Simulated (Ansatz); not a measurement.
# B: the cost of one run

Computed with Ansatz 0.2.0 (DFT PBE, scalar-relativistic, plane waves, PAW, unless a step's input says otherwise).

**1. The system as given**

The structure is orthorhombic, space group Cmme (No. 67). Conventional cell: a = 4.665 Å, b = 5.724 Å, c = 3.331 Å, α = 90.00°, β = 90.00°, γ = 90.00°. Around B (site symmetry m) lie 4 B at 1.67 to 1.74 Å. B (site symmetry 222) has 4 B at 1.67 Å as nearest neighbours.

Coordinates:

```cif
data_structure
_symmetry_space_group_name_H-M 'P 1'
_symmetry_Int_Tables_number 1
_cell_length_a 3.6923
_cell_length_b 3.6923
_cell_length_c 3.3307
_cell_angle_alpha 90.000
_cell_angle_beta 90.000
_cell_angle_gamma 101.644
_cell_volume 44.47
loop_
_atom_site_label
_atom_site_type_symbol
_atom_site_fract_x
_atom_site_fract_y
_atom_site_fract_z
_atom_site_occupancy
B1 B 0.60400 0.39600 0.31018 1
B2 B 0.89600 0.10400 0.31018 1
B3 B 0.39600 0.60400 0.68982 1
B4 B 0.10400 0.89600 0.68982 1
B5 B 0.75000 0.75000 0.00000 1
B6 B 0.25000 0.25000 0.00000 1
```

Recipe of the guess: 4-connected net of one element (Cmme, No. 67). Its size is a rough estimate.

**2. The guess as it stands, on a coarse mesh**

The input, input.yaml:

```yaml
crystal:
  lattice:
    - [2.33254127, -2.86221787, 0.0]
    - [2.33254127, 2.86221787, 0.0]
    - [0.0, 0.0, 3.33065574]
  atoms:
    - { symbol: B, position: [0.60399741, 0.39600259, 0.31018494] }
    - { symbol: B, position: [0.89600259, 0.10399741, 0.31018494] }
    - { symbol: B, position: [0.39600259, 0.60399741, 0.68981506] }
    - { symbol: B, position: [0.10399741, 0.89600259, 0.68981506] }
    - { symbol: B, position: [0.75, 0.75, 0.0] }
    - { symbol: B, position: [0.25, 0.25, 0.0] }
basis:
  ecutwfc: 420
kpoints:
  mp_grid: { grid: [6, 6, 6] }
hamiltonian:
  xc: pbe
scf:
  occupations: { method: gaussian, width: 0.1 }
  lower_state_search: "off"
output:
  forces: true
  stress: true
  eigenvalues: true
```

Launch:

```bash
$ ansatz run input.yaml --threads 1 --pin off --max-ram 2560MiB --backend cpu --events-out ev --progress --plain --runs-dir out
```

Q: Estimate wall time and peak memory on 1 thread of Arm Neoverse V1, shared host.

About 2.1 s, with a peak of 0.29 GiB.
